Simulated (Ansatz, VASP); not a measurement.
# KF (Carobbiite): VASP beside Ansatz, part 2 of 2

One calculation is typed for both programs; each brings its own data sets and cutoff. How far apart do they land? The cell is taken from a series of VASP runs on this material, whose earlier steps may have relaxed, scaled or displaced it; both programs get it as it stands.

VASP 6.6.1 and Ansatz 0.2.0.

So far: Set-up; VASP: band structure, HSE06.

### 3. Ansatz: band structure, HSE06

Level of this step: Ansatz beside VASP: Kohn-Sham DFT, plane waves, HSE06 (Ansatz).

Ansatz runs on its default PAW (the set named soft_2) files.

The same cell, functional, mesh and smearing now go to Ansatz, which takes its cutoff from its data sets.

File input.yaml:

```yaml
crystal:
  lattice:
    - [0.0, 2.6735, 2.6735]
    - [2.6735, 0.0, 2.6735]
    - [2.6735, 2.6735, 0.0]
  atoms:
    - { symbol: K, position: [0.0, 0.0, 0.0] }
    - { symbol: F, position: [0.5, 0.5, 0.5] }
hamiltonian:
  xc: { exchange: pbe, correlation: pbe, exx: { coeff: 0.25, omega: 0.2 } }
  pseudopotentials: { kind: paw }
kpoints:
  mp_grid: { grid: [5, 5, 5] }
  band_path:
    path:
      - [0.0, 0.0, 0.0]
      - [0.5, 0.0, 0.5]
      - [0.5, 0.22222, 0.72222]
      - [0.40278, 0.34722, 0.75]
      - [0.125, 0.125, 0.25]
      - [0.27778, 0.27778, 0.27778]
      - [0.55556, 0.38889, 0.55556]
      - [0.58333, 0.25, 0.66667]
      - [0.5, 0.30556, 0.69444]
      - [0.48611, 0.48611, 0.52778]
      - [0.625, 0.25, 0.625]
      - [0.5, 0.0, 0.5]
    npoints: 1
scf:
  occupations: { method: gaussian, width: 0.03 }
  n_extra_bands: 7
output:
  forces: true
  stress: true
  eigenvalues: true
```

The run is started by

```console
$ ansatz run input.yaml --threads 4 --pin off --max-ram 9216MiB --backend cpu --events-out ev --progress --plain --runs-dir out
```

Numbers of over 12 decimals in the logs are rounded to 6 here.

Output:

```text
Warning: output.stress: scf.convergence.dr2_threshold = 1e-7 eV (the SCF's general default) is looser than the 2e-10 eV advised for a printed stress (1e-10 eV for each atom of the cell: 2). What an SCF threshold leaves in a stress goes as its square root, and in the free energy as the threshold itself, and one threshold admits the most on a small cell: [figures from the program's tests cut] Set scf.convergence.dr2_threshold to 2e-10 eV or tighter. The threshold is an SCF's pass mark: one that does not reach it within its budget of iterations ends unconverged, or closes short of it on a stop that the run arms, and scf.convergence.dr2_threshold's page says what that costs each kind of run
Warning: output.stress: scf.exx.energy_threshold = 1e-6 eV is looser than the 2e-8 eV advised for a stress under a hybrid functional (1e-8 eV for each atom of the cell: 2). Every SCF of the exchange loop can meet its threshold on dr2 while the loop round them stops early: no threshold on dr2 bounds what that leaves in the stress. Set scf.exx.energy_threshold to 2e-8 eV or tighter. The threshold is the loop's pass mark: a loop that does not reach it within its budget of cycles ends unconverged, and scf.exx.energy_threshold's page has the law
scf.n_extra_bands = 7 over 8 filled bands (N_el = 16.0): the run solves 15 bands
Engine: ansatz 0.2.0, aarch64-unknown-linux-gnu
Pseudopotentials: kind: paw
Pseudopotential: K, paw, valence charge 9, recommended cutoff 420 eV (normal), K.paw.azcp
Pseudopotential: F, paw, valence charge 7, recommended cutoff 420 eV (normal), F.paw.azcp
Functional definition: unnamed
  parameter a_1 = 0.25
  parameter omega_1 = 0.2/angstrom
  exchange = pbe_x + (-a_1)*pbe_x_sr(omega_1) + a_1*exact_x_sr(omega_1)
  correlation = pbe_c
Crystal: 2 atoms, lattice volume = 38.218 Å³
Basis set: ecut = 420 eV, 725 PW (Γ), exchange–correlation on 54×54×54 points (8 copies of the dense FFT grid, shifted against one another)
Bands: 15, of which v1, the nominal top of the filled ones, is band 8 counted from 1 (7 counted from 0)
Symmetry: 48 space group operations
Space group: Fm-3m (ITA 225), of the structure as read, at distance tolerance 3.4e-5 Å
k-points: 10 of 125
Non-local potential: K, projectors of the file, l = 0: 3, l = 1: 2, l = 2: 2
Non-local potential: F, projectors of the file, l = 0: 2, l = 1: 2, l = 2: 1
PAW form: soft (Blöchl's): semilocal exchange-correlation on the pseudo side does not see the compensation charge
PAW frozen core: K, regenerated for the run's functional, and the local potential with it (the file was generated under x = pbe(κ = 0.804, μ = 0.219515), c = pbe(β = 0.066725))
PAW frozen core: F, regenerated for the run's functional, and the local potential with it (the file was generated under x = pbe(κ = 0.804, μ = 0.219515), c = pbe(β = 0.066725))
PAW one-centre angular grid: K, 110 points (default); XC on 64 Gauss nodes
PAW one-centre angular grid: F, 110 points (default); XC on 64 Gauss nodes
Initial density: superposition of atomic densities (neutral atoms: chi_scale 0, normalization atom), corrected by the library's trained network
Initial wavefunctions: pseudopotential atomic-orbital guess
Functional: x = pbe(κ = 0.804, μ = 0.219515), c = pbe(β = 0.066725), warm-up for x = pbe(κ = 0.804, μ = 0.219515) + 0.25 (exact − pbe) at short range (hse, ω = 0.2 Å⁻¹), c = pbe(β = 0.066725)
SCF iter   1: F=—  HF=-2348.796123 eV  |F-HF|=—  |Δ(HF+E_count)|=         —  Δρ=6.68e-4  dr2=1.11e-4  ethr=1.77e-3  ⟨swp⟩=2.0  Hψ=1087  notcnv=0
preconditioner: auto → none  [insulator: Δε(μ)=6.168 eV  Ē_g=19.282 eV  σ=0.030 eV  W_gap=1.00  n_scr=14 (ndim 8)  ℏωp=22.5 eV  f_vac=0.124  D(μ)=0.00/eV (n_scr^D=0)]
SCF iter   2: F=-2348.796286 eV  HF=-2348.796249 eV  |F-HF|=3.71e-5  |Δ(HF+E_count)|=   1.27e-4  Δρ=3.87e-4  dr2=2.39e-5  ethr=6.93e-7  ⟨swp⟩=3.3  Hψ=363  notcnv=0  defer=1
SCF 1 stopped early in 2 iterations: F = -2348.796286 eV  dr2 = 2.39e-5
  greatest PAW one-centre occupation: 0.988 electrons in one spin orbital (limit 2), on the K atom at site 0 (counted from 0), in its partial waves of l = 0
Initial density: handed on by an earlier stage of this run
Initial wavefunctions: those handed on with the density
Functional: x = pbe(κ = 0.804, μ = 0.219515) + 0.25 (exact − pbe) at short range (hse, ω = 0.2 Å⁻¹), c = pbe(β = 0.066725)
Exchange kernel: α = 0.2500, screened, ω = 0.2000 Å⁻¹, Wigner–Seitz truncation, v(0) = 1123.1140 eV·Å³, q-mesh 5×5×5, nearest image of the exchange supercell L = 18.90 Å, pair-density grid 15×15×15, without the augmentation charges, whose exchange is taken in its separable form by FFT convolution over the k-point mesh (sized by the pseudopotential files, 24×24×24 at the most), smooth part of the exact exchange by density-matrix convolution
Frozen-core exchange: fock
SCF iter   1: F=—  HF=-2349.502199 eV  |F-HF|=—  |Δ(HF+E_count)|=         —  Δρ=7.94e-3  dr2=2.98e-2  ethr=1.49e-6  ⟨swp⟩=6.2  Hψ=727  notcnv=0
preconditioner: auto → none  [insulator: Δε(μ)=8.405 eV  Ē_g=22.137 eV  σ=0.030 eV  W_gap=1.00  n_scr=14 (ndim 8)  ℏωp=22.5 eV  f_vac=0.122  D(μ)=0.00/eV (n_scr^D=0)]
SCF iter   2: F=—  HF=-2349.494586 eV  |F-HF|=—  |Δ(HF+E_count)|=   7.61e-3  Δρ=6.15e-3  dr2=5.19e-3  ethr=1.49e-6  ⟨swp⟩=4.4  Hψ=498  notcnv=0
SCF iter   3: F=—  HF=-2349.495867 eV  |F-HF|=—  |Δ(HF+E_count)|=   1.28e-3  Δρ=2.12e-3  dr2=8.48e-4  ethr=1.49e-6  ⟨swp⟩=4.0  Hψ=424  notcnv=0
SCF iter   4: F=—  HF=-2349.495562 eV  |F-HF|=—  |Δ(HF+E_count)|=   3.05e-4  Δρ=9.27e-4  dr2=2.15e-4  ethr=1.49e-6  ⟨swp⟩=2.0  Hψ=231  notcnv=0
iter 5 solved again at ethr=7.36e-10 eV; its pass at ethr=1.04e-6 eV (dr2=1.18e-7 eV) is discarded
SCF iter   5: F=—  HF=-2349.495490 eV  |F-HF|=—  |Δ(HF+E_count)|=   7.24e-5  Δρ=4.90e-5  dr2=3.63e-5  ethr=7.36e-10  ⟨swp⟩=4.6  Hψ=748  notcnv=0
eigensolver tolerance schedule calibrated: the retry pair's looser diagonalisation under-reported the residual by θ = 0.80 (0.25/decade); ethr = c·dr2/N_el runs at the constant in force after the calibration composes with the one it found (an armed cap, an earlier calibration), c = 1.6e-2
SCF iter   6: F=—  HF=-2349.495745 eV  |F-HF|=—  |Δ(HF+E_count)|=   2.55e-4  Δρ=6.15e-4  dr2=9.42e-5  ethr=5.66e-10  ⟨swp⟩=5.1  Hψ=522  notcnv=0
SCF iter   7: F=-2349.495714 eV  HF=-2349.495715 eV  |F-HF|=1.47e-6  |Δ(HF+E_count)|=   2.97e-5  Δρ=3.09e-5  dr2=1.36e-6  ethr=5.66e-10  ⟨swp⟩=5.0  Hψ=477  notcnv=0
SCF 2 stopped early in 7 iterations: F = -2349.495714 eV  dr2 = 1.36e-6
  greatest PAW one-centre occupation: 0.989 electrons in one spin orbital (limit 2), on the K atom at site 0 (counted from 0), in its partial waves of l = 0
hybrid outer 1: dexx = +3.319e-3 eV, tail = 6.33e-6 eV
Exchange kernel: α = 0.2500, screened, ω = 0.2000 Å⁻¹, Wigner–Seitz truncation, v(0) = 1123.1140 eV·Å³, q-mesh 5×5×5, nearest image of the exchange supercell L = 18.90 Å, pair-density grid 15×15×15, without the augmentation charges, whose exchange is taken in its separable form by FFT convolution over the k-point mesh (sized by the pseudopotential files, 24×24×24 at the most), smooth part of the exact exchange by density-matrix convolution
Frozen-core exchange: fock
SCF iter   1: F=—  HF=-2349.495825 eV  |F-HF|=—  |Δ(HF+E_count)|=         —  Δρ=7.69e-5  dr2=1.52e-6  ethr=1.98e-7  ⟨swp⟩=3.0  Hψ=375  notcnv=0
preconditioner: auto → none  [insulator: Δε(μ)=8.197 eV  Ē_g=22.014 eV  σ=0.030 eV  W_gap=1.00  n_scr=14 (ndim 8)  ℏωp=22.5 eV  f_vac=0.141  D(μ)=0.00/eV (n_scr^D=0)]
SCF iter   2: F=—  HF=-2349.495824 eV  |F-HF|=—  |Δ(HF+E_count)|=   4.67e-7  Δρ=1.93e-5  dr2=4.15e-8  ethr=1.40e-9  ⟨swp⟩=3.7  Hψ=283  notcnv=0
SCF iter   3: F=-2349.495824 eV  HF=-2349.495824 eV  |F-HF|=6.59e-9  |Δ(HF+E_count)|=  3.94e-10  Δρ=5.84e-6  dr2=1.26e-8  ethr=3.45e-11  ⟨swp⟩=4.0  Hψ=407  notcnv=0
SCF 3 converged in 3 iterations: F = -2349.495824 eV  dr2 = 1.26e-8
  Residual-converged pass: ⟨swp⟩=2.0  Hψ=215  notcnv=0  max |occ|·‖R‖ = 2.2e-6 eV (tolerance 2.4e-6 eV)  dr2=1.26e-8  dr2_onsite=7.53e-10  max |Δocc| = 0.0e0
hybrid outer 2: dexx = +8.346e-8 eV, tail = 2.96e-8 eV, Δε = 1.99e-3 eV (about 1.53e-4 eV left of the loop's levels)
NSCF: frozen V_eff on 12 k-points
hybrid SCF converged: 2 outer / 10 inner (+2 warm-up), last move |dexx| = 8.35e-8 eV, tail = 2.96e-8 eV
Stability not checked: this state was not tested for a lower state beside it, because the functional holds exact exchange (a hybrid, or Hartree-Fock), whose exchange loop this test does not read (fock_operator; see scf.lower_state_search)
Free energy (F): -2349.495824 eV
Frozen-core exchange: fock
Harris-Foulkes:  -2349.495824 eV  (|F-HF|=6.59e-9)
Internal energy: -2349.495824 eV  (E = F + TS)
E sigma→0 (E₀):  -2349.495824 eV
Fermi energy:    3.942112 eV
--- Per-component energies (eV) ---
  E_band       = -157.846671
  E_kinetic    = 464.374518
  E_local      = -1114.110240  (includes V_loc(G=0)·N_el)
  E_nonlocal   = 84.574040
  E_hartree    = 403.082329
  E_xc         = -172.800367
  E_vxc        = -213.180438  (∫ρ·V_xc dr)
  E_exx        = -51.089347  (= α·E_x^exact, valence–valence)
  E_paw        = -975.905299  (= ΣΔE_a)
  E_vpaw       = -83.494839  (= ΣTr[D̂ρ^β])
  E_aug_tail   = 0.002056  (compensation charges beyond the density's cutoff)
  E_ewald      = -987.452138
  E_core_change = -0.171379  (= ΣΔE_core)
  E_smearing   = -0.000000  (= −TS)
  E_closure    = 0.000000  (closes the sum)
  Σ components = -2349.495824   (vs F -2349.495824, Δ=-4.55e-13)
--- Forces (eV/Å), atoms counted from 1 ---
  atom   1  K     -0.00000000     0.00000000     0.00000000
  atom   2  F      0.00000000     0.00000000     0.00000000
  max |Σ_I F_I| component: 2.59e-29 eV/Å
--- Stress (GPa, compression-positive) ---
        0.420975       0.000000       0.000000
        0.000000       0.420975       0.000000
        0.000000      -0.000000       0.420975
  P = ⅓ Tr σ = 0.4210 GPa (4.210 kbar)
--- Band table (eV; the first three rows and the last of 10) ---
  k-point 0: bands = [... 4 lower, -9.6561, -0.1555, -0.1555, -0.1555, 8.0396, 12.8905, 12.8905, 12.8905, ... 3 higher]
  k-point 1: bands = [... 4 lower, -9.6672, -0.4559, -0.2795, -0.2795, 9.0845, 12.3160, 13.4234, 13.4234, ... 3 higher]
  k-point 2: bands = [... 4 lower, -9.6847, -0.8706, -0.4738, -0.4738, 10.8577, 12.2763, 14.2764, 14.2764, ... 3 higher]
  k-point 9: bands = [... 4 lower, -9.7433, -0.5824, -0.3987, -0.2801, 11.3705, 11.9312, 13.6409, 15.8693, ... 3 higher]
```

Run time: 13 s. Hardware: 4 threads of Arm Neoverse V1, shared host; peak memory 0.59 GiB.

### 4. Comparison

Known differences besides the potentials themselves: exact exchange at q = 0 is treated differently, which shows on coarse meshes; VASP keeps PBE cores, Ansatz makes them for the functional; the cutoff is 420 eV in Ansatz and 460 eV in VASP; VASP takes a coarser grid for exact exchange (PRECFOCK = Fast). Total energies have different zeros and are not compared.

Compared:

```tsv
quantity	Ansatz	VASP	difference
gap over the path points (eV)	8.195	8.179	+0.016
```

Levels at points of the path, from each program's valence-band top (eV; 3 filled, then empty):

```tsv
k (reciprocal lattice)	Ansatz	VASP
0.000 0.000 0.000	0.00 0.00 0.00 8.20 13.05 13.05	0.00 0.00 0.00 8.18 13.04 13.04
0.500 0.000 0.500	-0.19 -0.05 -0.05 10.35 12.66 13.94	-0.20 -0.05 -0.05 10.34 12.64 13.94
0.500 0.222 0.722	-0.40 -0.16 -0.14 11.64 12.22 13.59	-0.40 -0.17 -0.14 11.63 12.21 13.58
0.403 0.347 0.750	-0.34 -0.18 -0.18 11.16 12.85 13.49	-0.34 -0.18 -0.18 11.15 12.84 13.48
0.125 0.125 0.250	-0.33 -0.16 -0.04 9.27 12.35 13.52	-0.33 -0.16 -0.04 9.25 12.35 13.51
0.278 0.278 0.278	-0.49 -0.21 -0.21 10.01 12.29 13.96	-0.49 -0.21 -0.21 10.00 12.28 13.96
0.556 0.389 0.556	-0.63 -0.31 -0.28 11.44 12.41 14.30	-0.63 -0.31 -0.28 11.43 12.40 14.30
0.583 0.250 0.667	-0.36 -0.17 -0.17 11.22 12.76 13.51	-0.36 -0.18 -0.17 11.21 12.75 13.50
0.500 0.306 0.694	-0.44 -0.19 -0.17 11.84 11.99 13.74	-0.44 -0.19 -0.18 11.83 11.98 13.74
0.486 0.486 0.528	-0.77 -0.35 -0.35 11.25 12.66 14.54	-0.77 -0.35 -0.34 11.24 12.65 14.55
```

Among the levels compared at these points, filled levels agree within 5 meV and empty ones within 16 meV.

### 5. Results

```
difference in gap over the path points (band structure, HSE06) : 0.016 eV
```

The difference in gap over the path points is 0.016 eV (band structure, HSE06), within the 0.08 eV picked in this series as the mark of a large difference. How closely two codes agree says nothing of how well the functional describes the real material.

[Lines on the potential files, build, host, timing and source positions are cut from VASP's logs without a mark.]

[Logs are printed without paths, hosts, clocks, repeated set-up lines and the standing remarks that a program may print on its own settings, such as how far it seeks lower states.]

[Hosts, paths, dates, database ids (printed as entryN), source tags and the programs' standing remarks are cut or masked in the printed files.]
